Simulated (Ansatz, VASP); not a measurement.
## Two plane-wave programs on Sb

Contents of INCAR:

```
  ALGO = Normal
  EDIFF = 1E-6
  ENCUT = 520
  GGA = RE
  ISIF = 2
  ISMEAR = -1
  LASPH = True
  LCHARG = False
  LREAL = False
  LWAVE = False
  NBANDS = 12
  NELM = 80
  PREC = Accurate
  SIGMA = 0.1
```

Contents of KPOINTS:

```
k-points
0
Gamma
  12 12 7
```

POSCAR

```
Sb
1.0
    3.5162936433      0.0000000000      0.0000000000
   -1.7581468217      3.0451996223      0.0000000000
    0.0000000000      0.0000000000      5.8251164075
Sb
2
Direct
    0.3333333333      0.6666666667      0.2500000000
    0.6666666667      0.3333333333      0.7500000000
```

Input for Ansatz:

```yaml
crystal:
  lattice:
    - [3.5162936433, 0.0, 0.0]
    - [-1.7581468217, 3.0451996223, 0.0]
    - [0.0, 0.0, 5.8251164075]
  atoms:
    - { symbol: Sb, position: [0.3333333333, 0.6666666667, 0.25] }
    - { symbol: Sb, position: [0.6666666667, 0.3333333333, 0.75] }
hamiltonian:
  xc: revpbe
  pseudopotentials:
    kind: paw
    azcp:
      Sb: "pseudopotentials/Sb.paw.azcp"
basis:
  ecutwfc: 420
  fft_grid_basis: typed
kpoints:
  mp_grid: { grid: [12, 12, 7], shift: [0, 0, 0] }
magnetization:
  spin_polarized: false
scf:
  occupations: { method: fermi_dirac, width: 0.1 }
  lower_state_search: "off"
output:
  stress: true
  write_density: true
  write_potential: true
  elf: true
  volumetric_format: npy
```

Alike in both runs: task single point; functional revPBE; k mesh 12 × 12 × 7; occupations fermi-dirac, width 0.1 eV; no spin polarisation.

```csv
,VASP,Ansatz
version,VASP 6.6.1,Ansatz 0.2.0
potentials or method,"VASP PAW PBE potentials, release 64 (Sb)","plane waves (420 eV) with PAW, scalar-relativistic"
plane-wave cutoff (eV),520,420
valence electrons in the cell,10,30
```

VASP gave:

- pressure (GPa): -4.9
- largest component of the traceless stress (GPa): 0.65

Question: What did Ansatz give for the same quantities?

Answer: Pressure (GPa): -4.8; largest component of the traceless stress (GPa): 0.65.

The two sets of potentials don't hold the same shells in valence.

Caveats: the PAW data sets were made with another functional, which shifts forces and pressure a little (VASP). Spin-orbit coupling is left out, which matters for the levels of Sb.
